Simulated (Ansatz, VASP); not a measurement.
## S: VASP beside Ansatz

```xyz
1
Lattice="0.0000 1.9773 1.9773 1.9773 0.0000 1.9773 1.9773 1.9773 0.0000" Properties=species:S:1:pos:R:3 pbc="T T T"
S     0.0000    0.0000    0.0000
```

Alike in both runs: functional PBE; k mesh 16 × 16 × 16; occupations fermi-dirac, width 0.08 eV; no spin polarisation.

Ansatz relaxed the structure, and its values are those at the end. VASP's run is a single point on that final structure, the one shown.

|  | VASP | Ansatz |
| --- | --- | --- |
| version | VASP 6.6.1 | Ansatz 0.2.0 |
| potentials or method | VASP PAW PBE potentials, release 64 (S), cutoff 520 eV | all-electron LAPW, scalar-relativistic |

VASP gave:

* pressure (GPa): 2.1

Q: Which values does Ansatz return?

A: Pressure (GPa): 2.3.

Ansatz ran all-electron here, so the differences hold the error of VASP's frozen core and of both bases.
